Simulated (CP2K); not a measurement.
## HfO2 in CP2K: the effect of functional

The system is HfO2.

```
Hf O
1.0
     3.55802    0.00000    0.00000
     0.00000    3.55802    0.00000
     0.00000    0.00000    5.17186
Hf O
2 4
Direct
  0.00000 0.00000 0.00000
  0.50000 0.50000 0.50000
  0.00000 0.50000 0.19721
  0.50000 0.00000 0.30279
  0.50000 0.00000 0.80279
  0.00000 0.50000 0.69721
```

Measurements of this composition are mostly on another form, of space group No. 14.

Alike in all runs:

* Program: CP2K 2026.2
* Task: band structure
* Potentials or basis: POTENTIAL_UZH Hf GTH-PBE-q12, O GTH-PBE-q6; DZVP-MOLOPT-PBE-GTH basis
* Density cutoff: 11565 eV
* k mesh: 8 × 8 × 5
* Occupations: fermi-dirac, width 0.05 eV
* Spin: no spin polarisation

```csv
functional,gap on the mesh (eV),pressure (GPa),largest force (eV/Å)
LDA,4.69,-6.3,0.01
BLYP,4.87,10.5,1.69
rev-vdW-DF2,4.84,1.4,0.05
vdW-DF-cx,4.83,-1.1,0.05
TPSS,?,?,?
```

**Question.** What does the run with functional TPSS give?

**Answer.** gap on the mesh 5.02 eV; pressure 2.3 GPa; largest force 0.12 eV/Å.

Caveats: the potentials were made for another functional, which shifts forces and pressure; spin-orbit coupling is left out, which moves the levels of the heavy elements; the basis of atomic orbitals isn't converged, which shifts pressures, moduli and gaps.

Runs at the PBE level aren't shown here.
